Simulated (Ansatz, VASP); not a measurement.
# One calculation of Re, two programs

Contents of INCAR:

```
  ALGO = Normal
  EDIFF = 1E-6
  ENCUT = 520
  GGA = PE
  ISIF = 2
  ISMEAR = -1
  LASPH = True
  LCHARG = False
  LREAL = False
  LWAVE = False
  NBANDS = 14
  NELM = 80
  PREC = Accurate
  SIGMA = 0.1
```

Contents of KPOINTS:

```
k-points
0
Gamma
  12 12 12
```

Contents of POSCAR:

```
Re
1.0
    0.0000000000      2.6770157262      2.6770157262
    2.6770157262      0.0000000000      2.6770157262
    2.6770157262      2.6770157262      0.0000000000
Re
2
Direct
   -0.1250000000     -0.1250000000     -0.1250000000
    0.1250000000      0.1250000000      0.1250000000
```

Input for Ansatz:

```yaml
crystal:
  lattice:
    - [0.0, 2.6770157262, 2.6770157262]
    - [2.6770157262, 0.0, 2.6770157262]
    - [2.6770157262, 2.6770157262, 0.0]
  atoms:
    - { symbol: Re, position: [-0.125, -0.125, -0.125] }
    - { symbol: Re, position: [0.125, 0.125, 0.125] }
kpoints:
  mp_grid: { grid: [12, 12, 12] }
scf:
  occupations: { method: fermi_dirac, width: 0.1 }
hamiltonian:
  xc: pbe
  pseudopotentials: { kind: paw }
output:
  forces: true
  stress: true
  eigenvalues: true
  populations: true
```

Change from the starting cell: volume scaled by 0.85, PAW files.

Alike in both runs: task single point; functional PBE; k mesh 12 × 12 × 12; occupations fermi-dirac, width 0.1 eV; no spin polarisation.

|  | VASP | Ansatz |
| --- | --- | --- |
| version | VASP 6.6.1 | Ansatz 0.2.0 |
| potentials or method | VASP PAW PBE potentials, release 64 (Re) | PAW with Ansatz's default frozen-core files, scalar-relativistic |
| plane-wave cutoff (eV) | 520 | 420 |
| valence electrons in the cell | 14 | 30 |

VASP gave:

- pressure (GPa): 36.8

Q: Estimate Ansatz's values.

A: Pressure (GPa): 40.5.

The two sets of potentials don't hold the same shells in valence.

Caveats: so large a pressure means that the cell lies far from this level's equilibrium, or that cutoff or potentials fall short (VASP). Spin-orbit coupling is left out, which matters for the levels of Re.
